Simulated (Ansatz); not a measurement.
The cell comes from COD entry 9008768, which wasn't checked; take it as a given geometry. The listed cell was then made from it by scaling, straining or moving an atom.

YN: DFT, LDA, PAW with Ansatz's default frozen-core files, scalar-relativistic (Ansatz 0.2.0). What sets it apart from a plain run of this crystal: volume scaled by 0.99.

Command: `ansatz run input.yaml --threads 1 --pin off --max-ram 3072MiB --backend cpu --events-out ev --progress --plain --runs-dir out` The run took 1.3 s on 1 thread of Intel(R) Xeon(R) 6975P-C (Granite Rapids), on a shared host, peak memory 0.36 GiB.

```yaml
crystal:
  lattice:
    - [0.0, 2.4303444207, 2.4303444207]
    - [2.4303444207, 0.0, 2.4303444207]
    - [2.4303444207, 2.4303444207, 0.0]
  atoms:
    - { symbol: "Y", position: [0.0, 0.0, 0.0] }
    - { symbol: "N", position: [0.5, 0.5, 0.5] }
kpoints:
  mp_grid: { grid: [9, 9, 9] }
scf:
  occupations: { method: fermi_dirac, width: 0.03 }
hamiltonian:
  xc: lda
  pseudopotentials: { kind: paw }
output:
  forces: true
  stress: true
  eigenvalues: true
  efg: { contact_densities: true }
  write_density: true
  write_potential: true
  elf: true
  volumetric_format: npy
```

Output (standing set-up lines are left out):

```
Crystal: 2 atoms, lattice volume = 28.710 Å³
SCF iter   1: F=—  HF=-4123.242492 eV  |F-HF|=—  |Δ(HF+E_count)|=         —  Δρ=1.27e-2  dr2=5.53e-2  ethr=1.77e-3  ⟨swp⟩=5.8  Hψ=2233  notcnv=0
preconditioner: auto → none  [insulator: Δε(μ)=0.204 eV  Ē_g=16.910 eV  σ=0.030 eV  W_gap=0.57  n_scr=8 (ndim 8)  ℏωp=25.9 eV  f_vac=0.000  D(μ)=0.17/eV (n_scr^D=0)  ε∞_Penn≈3.4]
SCF iter   2: F=—  HF=-4123.232364 eV  |F-HF|=—  |Δ(HF+E_count)|=   1.01e-2  Δρ=3.54e-3  dr2=3.41e-3  ethr=3.45e-4  ⟨swp⟩=1.5  Hψ=717  notcnv=0
SCF iter   3: F=—  HF=-4123.231673 eV  |F-HF|=—  |Δ(HF+E_count)|=   6.91e-4  Δρ=8.13e-4  dr2=8.98e-5  ethr=2.13e-5  ⟨swp⟩=2.1  Hψ=495  notcnv=0
SCF iter   4: F=—  HF=-4123.231663 eV  |F-HF|=—  |Δ(HF+E_count)|=   9.91e-6  Δρ=1.14e-4  dr2=2.05e-6  ethr=5.61e-7  ⟨swp⟩=1.6  Hψ=493  notcnv=0
iter 5 did not close the SCF: its close was put off for the readings that it lacked (scf_convergence_deferred on its scf_iter line)
SCF iter   5: F=-4123.231663 eV  HF=-4123.231663 eV  |F-HF|=3.28e-9  |Δ(HF+E_count)|=   2.64e-7  Δρ=1.30e-5  dr2=3.68e-8  ethr=1.28e-8  ⟨swp⟩=2.2  Hψ=538  notcnv=0
SCF iter   6: F=-4123.231663 eV  HF=-4123.231663 eV  |F-HF|=3.64e-12  |Δ(HF+E_count)|=   2.59e-9  Δρ=5.55e-7  dr2=2.85e-11  ethr=2.30e-10  ⟨swp⟩=5.1  Hψ=2028  notcnv=0
SCF 1 converged in 6 iterations: F = -4123.231663 eV  dr2 = 2.85e-11
  greatest PAW one-centre occupation: 0.992 electrons in one spin orbital (limit 2), on the Y atom at site 0 (counted from 0), in its partial waves of l = 0
SCF converged after 6 iterations
Free energy (F): -4123.231663 eV
Harris-Foulkes:  -4123.231663 eV  (|F-HF|=3.64e-12)
Internal energy: -4123.231430 eV  (E = F + TS)
E sigma→0 (E₀):  -4123.231547 eV
Entropy (-TS):   -0.000233 eV (-0.117 meV/atom)
Fermi energy:    11.933649 eV
--- Per-component energies (eV) ---
  E_band       = -49.549688
  E_kinetic    = 437.456410
  E_local      = -600.074584  (includes V_loc(G=0)·N_el)
  E_nonlocal   = 100.178135
  E_hartree    = 183.153822
  E_xc         = -233.283226
  E_vxc        = -277.281390  (∫ρ·V_xc dr)
  E_paw        = -2841.991414  (= ΣΔE_a)
  E_vpaw       = -76.135933  (= ΣTr[D̂ρ^β])
  E_aug_tail   = 0.000092  (compensation charges beyond the density's cutoff)
  E_ewald      = -1169.080297
  E_core_change = 0.409630  (= ΣΔE_core)
  E_smearing   = -0.000233  (= −TS)
  E_closure    = -0.000000  (closes the sum)
  Σ components = -4123.231663   (vs F -4123.231663, Δ=0.00e0)
--- Forces (eV/Å), atoms counted from 1 ---
  atom   1  Y     -0.00000000    -0.00000000     0.00000000
  atom   2  N      0.00000000    -0.00000000     0.00000000
  max |Σ_I F_I| component: 1.37e-29 eV/Å
--- Stress (GPa, compression-positive) ---
       -4.343791       0.000000      -0.000000
        0.000000      -4.343791      -0.000000
        0.000000       0.000000      -4.343791
  P = ⅓ Tr σ = -4.3438 GPa (-43.438 kbar)
--- PAW observables at the nuclei: V_zz in 10²¹ V/m², potentials from the cell's mean, atoms counted from 1 ---
  atom   1  Y  V_zz =    -0.000000   η = 0.0000   by run symmetry: forbidden
            electrostatic potential = -5720.167333 V   contact ρ = 441925.813358 e/Å³
  atom   2  N  V_zz =    +0.000000   η = 0.0000   by run symmetry: forbidden
            electrostatic potential = -520.736937 V   contact ρ = 1391.929531 e/Å³
--- Band table (eV; the first three rows and the last of 35) ---
  k-point 0: bands = ["-28.6758", "-8.3541", "-8.3541", "-8.3541", "-0.8478", "11.8808", "11.8808", "11.8808", "14.9681", "14.9681", "14.9681", "16.1849"]
  k-point 1: bands = ["-28.6605", "-8.5199", "-8.3648", "-8.3648", "-0.6196", "11.1235", "11.4568", "11.4568", "15.0703", "15.2775", "15.2775", "16.8719"]
  k-point 2: bands = ["-28.6214", "-8.9075", "-8.3918", "-8.3918", "-0.0605", "9.7452", "10.6579", "10.6579", "15.3852", "16.0870", "16.0870", "18.2268"]
  k-point 34: bands = ["-28.5031", "-9.1007", "-8.9393", "-8.7414", "0.1520", "9.5767", "10.2751", "10.3735", "15.3447", "16.5251", "19.4170", "19.7707"]
```
